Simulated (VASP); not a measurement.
# W (Im-3m) in VASP: further runs

The runs below take W through relaxation of cell and atoms, with PBE.

Everything below comes from runs of VASP 6.6.1. Logs are shortened: lines on timing, memory, paths and dates and some standing lists are left out, and cuts for length are marked.

## 1. The structure

It takes space group Im-3m (No. 229, cubic). The conventional cell has a = 3.165 Å, b = 3.165 Å, c = 3.165 Å, α = 90.00°, β = 90.00°, γ = 90.00°. Around W (site symmetry m-3m) lie 8 W at 2.74 Å.

## 2. Relaxation of cell and atoms, PBE

Input file INCAR:

```
SYSTEM = W
PREC = Accurate
ENCUT = 520
EDIFF = 1E-7
ISMEAR = 0
SIGMA = 0.1
LREAL = .FALSE.
LASPH = .TRUE.
NELM = 80
ALGO = Normal
ISIF = 3
LWAVE = .FALSE.
LCHARG = .FALSE.
GGA = PE
IBRION = 2
NSW = 80
EDIFFG = -0.15
```

Input file KPOINTS:

```
Automatic mesh
0
G
  18 18 18
  0 0 0
```

Input file POSCAR:

```
W
1.0
   -1.5823450000      1.5823450000      1.5823450000
    1.5823450000     -1.5823450000      1.5823450000
    1.5823450000      1.5823450000     -1.5823450000
W
1
Direct
    0.0000000000      0.0000000000      0.0000000000
```

Potentials or basis: VASP PAW PBE potentials, release 64 (W_sv).

Command:

```
$ cat potpaw_PBE.64/W_sv/POTCAR > POTCAR
$ mpirun -np 1 vasp_std > vasp.out
```

OUTCAR:

```text
SYSTEM = W
   PREC = Accurate
   ENCUT = 520
   EDIFF = 1E-7
   ISMEAR = 0
   LREAL = .FALSE.
   LASPH = .TRUE.
   NELM = 80
   ISIF = 3
   GGA = PE
   IBRION = 2
   NSW = 80
   EDIFFG = -0.15

 ion  position               nearest neighbor table
   1  0.000  0.000  0.000-

  LATTYP: Found a body centered cubic cell.
 ALAT       =     3.1646900000

  Lattice vectors:

 A1 = (  -1.5823450000,   1.5823450000,   1.5823450000)
 A2 = (   1.5823450000,  -1.5823450000,   1.5823450000)
 A3 = (   1.5823450000,   1.5823450000,  -1.5823450000)

Analysis of symmetry for initial positions (statically):
=====================================================================
 Subroutine PRICEL returns:
 Original cell was already a primitive cell.

 Routine SETGRP: Setting up the symmetry group for a
 body centered cubic supercell.

 Subroutine GETGRP returns: Found 48 space group operations
 (whereof 48 operations were pure point group operations)
 out of a pool of 48 trial point group operations.

The static configuration has the point symmetry O_h .

Analysis of symmetry for dynamics (positions and initial velocities):
=====================================================================
 Subroutine PRICEL returns:
 Original cell was already a primitive cell.

 Routine SETGRP: Setting up the symmetry group for a
 body centered cubic supercell.

 Subroutine GETGRP returns: Found 48 space group operations
 (whereof 48 operations were pure point group operations)
 out of a pool of 48 trial point group operations.

The dynamic configuration has the point symmetry O_h .

 Subroutine INISYM returns: Found 48 space group operations
 (whereof 48 operations are pure point group operations),
 and found     1 'primitive' translations

----------------------------------------------------------------------------------------

                                     Primitive cell

  volume of cell :      15.8476

  direct lattice vectors                    reciprocal lattice vectors
    -1.582345000  1.582345000  1.582345000     0.000000000  0.315986716  0.315986716
     1.582345000 -1.582345000  1.582345000     0.315986716  0.000000000  0.315986716
     1.582345000  1.582345000 -1.582345000     0.315986716  0.315986716  0.000000000

  length of vectors
     2.740701935  2.740701935  2.740701935     0.446872699  0.446872699  0.446872699

  position of ions in fractional coordinates (direct lattice)
     0.000000000  0.000000000  0.000000000

  ion indices of the primitive-cell ions
   primitive index   ion index
                 1           1

----------------------------------------------------------------------------------------

 KPOINTS: Automatic mesh

Automatic generation of k-mesh.
 Grid dimensions read from file:
 generate k-points for:   18   18   18

 Generating k-lattice:

  Cartesian coordinates                     Fractional coordinates (reciprocal lattice)
     0.000000000  0.017554818  0.017554818     0.055555556  0.000000000  0.000000000
     0.017554818  0.000000000  0.017554818     0.000000000  0.055555556  0.000000000
     0.017554818  0.017554818  0.000000000     0.000000000  0.000000000  0.055555556

  Length of vectors
     0.024826261  0.024826261  0.024826261

  Shift w.r.t. Gamma in fractional coordinates (k-lattice)
     0.000000000  0.000000000  0.000000000

 Subroutine IBZKPT returns following result:
 ===========================================

 Found    195 irreducible k-points:

 Following reciprocal coordinates:
            Coordinates               Weight
  0.000000  0.000000  0.000000      1.000000
  0.055556  0.000000  0.000000     12.000000
  0.111111  0.000000  0.000000     12.000000
  0.166667  0.000000  0.000000     12.000000
  0.222222  0.000000  0.000000     12.000000
  0.277778  0.000000  0.000000     12.000000
[... 16 lines left out ...]
  0.333333  0.111111 -0.000000     48.000000
  0.388889  0.111111  0.000000     48.000000
 [... further k-points ...]
   k-points           NKPTS =    195   k-points in BZ     NKDIM =    195   number of bands    NBANDS=     11
   number of dos      NEDOS =    301   number of ions     NIONS =      1
   total plane-waves  NPLWV =   8000
   dimension x,y,z NGX =    20 NGY =   20 NGZ =   20
   dimension x,y,z NGXF=    40 NGYF=   40 NGZF=   40
   ions per type =               1
   NGX,Y,Z   is equivalent  to a cutoff of  12.13, 12.13, 12.13 a.u.
   NGXF,Y,Z  is equivalent  to a cutoff of  24.26, 24.26, 24.26 a.u.
 SYSTEM =  W
   PREC   = accura    normal or accurate (medium, high low for compatibility)
   ISTART =      0    job   : 0-new  1-cont  2-samecut
   ICHARG =      2    charge: 1-file 2-atom 10-const
   ISPIN  =      1    spin polarized calculation?
   LNONCOLLINEAR =      F non collinear calculations
   LSORBIT =      F    spin-orbit coupling
   LASPH  =      T    aspherical Exc in radial PAW
   ENCUT  =  520.0 eV  38.22 Ry    6.18 a.u.   5.10  5.10  5.10*2*pi/ulx,y,z
   NELM   =     80;   NELMIN=  2; NELMDL= -5     # of ELM steps
   EDIFF  = 0.1E-06   stopping-criterion for ELM
   LREAL  =      F    real-space projection
   EDIFFG = -.1E+00   stopping-criterion for IOM
   NSW    =     80    number of steps for IOM
   IBRION =      2    ionic relax: 0-MD 1-quasi-New 2-CG
   NFREE  =      1    steps in history (QN), initial steepest desc. (CG)
   ISIF   =      3    stress and relaxation
   ISYM   =      2    0-nonsym 1-usesym 2-fastsym
   POTIM  = 0.5000    time-step for ionic-motion
   TEBEG  =    0.0;   TEEND  =   0.0 temperature during run
   PSTRESS=    0.0 pullay stress
   NELECT =      14.0000    total number of electrons
   NUPDOWN=      -1.0000    fix difference up-down
   EMIN   =  10.00;   EMAX   =-10.00  energy-range for DOS
   EFERMI =   0.00;   METHOD = LEGACY
   ISMEAR =     0;   SIGMA  =   0.10  broadening in eV -4-tet -1-fermi 0-gaus
   EFERMI_NEDOS =   21; number of points for ismear=-14 and -15
   IALGO  =     38    algorithm
   IMIX   =      4    mixing-type and parameters
     AMIX     =   0.40;   BMIX     =  1.00
     AMIX_MAG =   1.60;   BMIX_MAG =  1.00
  volume/ion in A,a.u.               =      15.85       106.94
  Fermi-wavevector in a.u.,A,eV,Ry     =   1.570832  2.968442 33.572544  2.467512
  Thomas-Fermi vector in A             =   2.672506
   LORBIT       =      0    0 simple, 1 ext, 2 COOP (PROOUT), +10 PAW based schemes
   GGA     = PE    functional components
   LHFCALC =     F    Hartree Fock is set to
   AEXX    =    0.0000 exact exchange contribution
   IVDW    =     0    specifies the selected vdW correction
   LEPSILON=     F    determine dielectric tensor
   LRPA    =     F    only Hartree local field effects (RPA)
 conjugate gradient relaxation of ions
 non-spin polarized calculation
 Gauss-broadening in eV      SIGMA  =   0.10
  energy-cutoff  :      520.00
  volume of cell :       15.85
 maximum number of plane-waves:       440
   NGX = 11   NGY = 11   NGZ = 11

--------------------------------------- Ionic step        1  -------------------------------------------

 number of electron      14.0000004 magnetization

 Free energy of the ion-electron system (eV)
  ---------------------------------------------------
  ext. energy  EPLUGINS =         0.00000000
  ---------------------------------------------------
  free energy    TOTEN  =       -12.94507089 eV

  energy without entropy =      -12.94160198  energy(sigma->0) =      -12.94333644

------------------------ aborting loop because EDIFF is reached ----------------------------------------

  FORCE on cell =-STRESS in cart. coord.  units (eV):
  Direction    XX          YY          ZZ          XY          YZ          ZX
  --------------------------------------------------------------------------------------
  -------------------------------------------------------------------------------------
  Total        0.6158762      0.6158762      0.6158762      0.0000000      0.0000000      0.0000000
  in kB       62.2644964     62.2644964     62.2644964      0.0000000      0.0000000      0.0000000
  external PRESSURE =      62.2644964 kB  Pullay stress =       0.0000000 kB
[... 55 lines left out ...]
  energy  without entropy=      -12.8783156811  energy(sigma->0) =      -12.88042375

--------------------------------------- Ionic step        3  -------------------------------------------

 number of electron      14.0000000 magnetization

 Free energy of the ion-electron system (eV)
  ---------------------------------------------------
  ext. energy  EPLUGINS =         0.00000000
  ---------------------------------------------------
  free energy    TOTEN  =       -12.95099047 eV

  energy without entropy =      -12.94740469  energy(sigma->0) =      -12.94919758

 E-fermi :  11.1585     XC(G=0): -13.5285

 val. band max:       11.1543319616   @ k =  -0.2778   0.3333   0.2222
 cond. band min:      11.1707873940   @ k =   0.5000   0.5000   0.2222
 fundamental gap:      0.0164554323
 Fermi energy:        11.1585158989

 k-point     1 :       0.0000    0.0000    0.0000
  band No.  band energies     occupation
      1     -63.0451      2.00000
      2     -26.6357      2.00000
      3     -26.6357      2.00000
      4     -26.6357      2.00000
      5       1.6320      2.00000
      6       9.9658      2.00000
      7       9.9658      2.00000
      8       9.9658      2.00000
      9      13.3766      0.00000
     10      13.3766      0.00000
     11      25.6310      0.00000
[... 309 lines left out ...]
 k-point    24 :       0.3889    0.1111    0.0000
  band No.  band energies     occupation
      1     -62.9221      2.00000
      2     -27.7675      2.00000
      3     -27.0617      2.00000
      4     -26.6952      2.00000
      5       5.4376      2.00000
      6       7.8345      2.00000
      7      10.5434      2.00000
      8      13.1421      0.00000
      9      14.4321      0.00000
     10      17.4166      0.00000
     11      21.8048      0.00000

 [... further k-points ...]

------------------------ aborting loop because EDIFF is reached ----------------------------------------

  FORCE on cell =-STRESS in cart. coord.  units (eV):
  Direction    XX          YY          ZZ          XY          YZ          ZX
  --------------------------------------------------------------------------------------
  -------------------------------------------------------------------------------------
  Total       -0.0173509     -0.0173509     -0.0173509     -0.0000000     -0.0000000      0.0000000
  in kB       -1.7194012     -1.7194012     -1.7194012     -0.0000000     -0.0000000      0.0000000
  external PRESSURE =      -1.7194012 kB  Pullay stress =       0.0000000 kB
[... 16 lines left out ...]
  FREE ENERGIE OF THE ION-ELECTRON SYSTEM (eV)
  ---------------------------------------------------
  free  energy   TOTEN  =       -12.9509904706 eV

  energy  without entropy=      -12.9474046856  energy(sigma->0) =      -12.94919758

 reached required accuracy - stopping structural energy minimisation
```

Run time: 23 s. Hardware: 1 thread of Intel Xeon 6975P-C (Granite Rapids), shared host; peak memory 0.16 GiB.

Results:

```
Free energy                            : -12.9510 eV
Relaxed volume                         : 16.17 Å³/atom
Relaxed cell                           : a = 2.759 Å, b = 2.759 Å, c = 2.759 Å, α = 109.47°, β = 109.47°, γ = 109.47°
Space group after relaxing (to 0.05 Å) : Im-3m (No. 229)
Energy gained by relaxing              : 5.9 meV/atom
Ionic steps                            : 3
Pressure after relaxing                : -0.2 GPa
Band gap on the k mesh                 : none (metal or under the smearing width)
```

Step by step:
| step | energy change (eV) | largest force (eV/Å) | pressure (GPa) | volume (Å³) |
| --- | --- | --- | --- | --- |
| 1 | 0.0000 | 0.0000 | 6.23 | 15.85 |
| 2 | 0.0625 | 0.0000 | -18.01 | 17.30 |
| 3 | -0.0059 | 0.0000 | -0.17 | 16.17 |

Final structure:
```yaml
crystal:
  lattice:
    - [-1.59294, 1.59294, 1.59294]
    - [1.59294, -1.59294, 1.59294]
    - [1.59294, 1.59294, -1.59294]
  atoms:
    - { symbol: W, position: [0.00000, 0.00000, 0.00000] }
```

Levels at points of the mesh, in eV from the Fermi level:
```tsv
k point	band 4	band 5	band 6	band 7	band 8	band 9	band 10	band 11
(0.00, 0.00, 0.00)	-37.79	-9.53	-1.19	-1.19	-1.19	2.22	2.22	14.47
(0.50, 0.00, 0.00)	-37.80	-6.15	-3.47	0.61	2.10	3.06	5.98	10.77
(0.50, 0.50, 0.50)	-38.64	-5.68	-5.68	5.03	5.03	5.03	8.09	8.09
```

Caveat: the relaxation stopped at a loose force limit of 0.15 eV/Å, so its end isn't a converged minimum.

## 3. Relaxation of cell and atoms, PBE

This run uses another cell than the first one, of 16.17 Å³/atom, 1.020 times its volume.

INCAR is that of step 2.

KPOINTS is that of step 2.

Input file POSCAR:

```
W                                       
1.0
   -1.5929359974      1.5929359974      1.5929359974
    1.5929359974     -1.5929359974      1.5929359974
    1.5929359974      1.5929359974     -1.5929359974
  W             
     1
Direct
     0.0000000000000000    0.0000000000000000    0.0000000000000000
```

Potentials or basis: VASP PAW PBE potentials, release 64 (W_sv).

Command:

```
$ cat potpaw_PBE.64/W_sv/POTCAR > POTCAR
$ mpirun -np 1 vasp_std > vasp.out
```

OUTCAR:

```text
SYSTEM = W
   PREC = Accurate
   ENCUT = 520
   EDIFF = 1E-7
   ISMEAR = 0
   LREAL = .FALSE.
   LASPH = .TRUE.
   NELM = 80
   ISIF = 3
   GGA = PE
   IBRION = 2
   NSW = 80
   EDIFFG = -0.15

 ion  position               nearest neighbor table
   1  0.000  0.000  0.000-

  LATTYP: Found a body centered cubic cell.
 ALAT       =     3.1858719948

  Lattice vectors:

 A1 = (  -1.5929359974,   1.5929359974,   1.5929359974)
 A2 = (   1.5929359974,  -1.5929359974,   1.5929359974)
 A3 = (   1.5929359974,   1.5929359974,  -1.5929359974)

Analysis of symmetry for initial positions (statically):
=====================================================================
 Subroutine PRICEL returns:
 Original cell was already a primitive cell.

 Routine SETGRP: Setting up the symmetry group for a
 body centered cubic supercell.

 Subroutine GETGRP returns: Found 48 space group operations
 (whereof 48 operations were pure point group operations)
 out of a pool of 48 trial point group operations.

The static configuration has the point symmetry O_h .

[... 170 lines left out ...]
      1     -63.0451      2.00000
      2     -26.6358      2.00000
      3     -26.6358      2.00000
      4     -26.6358      2.00000
      5       1.6320      2.00000
      6       9.9658      2.00000
      7       9.9658      2.00000
      8       9.9658      2.00000
      9      13.3766      0.00000
     10      13.3766      0.00000
     11      25.6310      0.00000
[... 309 lines left out ...]
 k-point    24 :       0.3889    0.1111   -0.0000
  band No.  band energies     occupation
      1     -62.9222      2.00000
      2     -27.7676      2.00000
      3     -27.0617      2.00000
      4     -26.6952      2.00000
      5       5.4376      2.00000
      6       7.8345      2.00000
      7      10.5434      2.00000
      8      13.1421      0.00000
      9      14.4321      0.00000
     10      17.4166      0.00000
     11      21.8048      0.00000

 [... further k-points ...]

------------------------ aborting loop because EDIFF is reached ----------------------------------------

  FORCE on cell =-STRESS in cart. coord.  units (eV):
  Direction    XX          YY          ZZ          XY          YZ          ZX
  --------------------------------------------------------------------------------------
  -------------------------------------------------------------------------------------
  Total       -0.0170318     -0.0170318     -0.0170318      0.0000000      0.0000000      0.0000000
  in kB       -1.6877765     -1.6877765     -1.6877765      0.0000000      0.0000000      0.0000000
  external PRESSURE =      -1.6877765 kB  Pullay stress =       0.0000000 kB

 VOLUME and BASIS-vectors are now :
 -----------------------------------------------------------------------------
  energy-cutoff  :      520.00
  volume of cell :       16.17
      direct lattice vectors                 reciprocal lattice vectors
    -1.592935997  1.592935997  1.592935997     0.000000000  0.313885806  0.313885806
     1.592935997 -1.592935997  1.592935997     0.313885806  0.000000000  0.313885806
     1.592935997  1.592935997 -1.592935997     0.313885806  0.313885806  0.000000000

 POSITION                                       TOTAL-FORCE (eV/Angst)
 -----------------------------------------------------------------------------------
      0.00000      0.00000      0.00000        -0.000000     -0.000000     -0.000000
 -----------------------------------------------------------------------------------
    total drift:                               -0.000000      0.000000      0.000000

  FREE ENERGIE OF THE ION-ELECTRON SYSTEM (eV)
  ---------------------------------------------------
  free  energy   TOTEN  =       -12.9511990444 eV

  energy  without entropy=      -12.9476133963  energy(sigma->0) =      -12.94940622

 reached required accuracy - stopping structural energy minimisation
```

Run time: 10 s. Hardware: 1 thread of Intel Xeon 6975P-C (Granite Rapids), shared host; peak memory 0.17 GiB.

What came out:

* Free energy: -12.9512 eV
* Pressure after relaxing: -0.2 GPa
* Band gap on the k mesh: none (metal or under the smearing width)

Final structure:
```
CELL_PARAMETERS angstrom
-1.59294 1.59294 1.59294
1.59294 -1.59294 1.59294
1.59294 1.59294 -1.59294
ATOMIC_POSITIONS crystal
W 0.00000 0.00000 0.00000
```

Caveat: the relaxation stopped at its first step, so nothing moved; the relaxation stopped at a loose force limit of 0.15 eV/Å, so its end isn't a converged minimum. The run has no spin-orbit coupling, so splittings on W are missing.
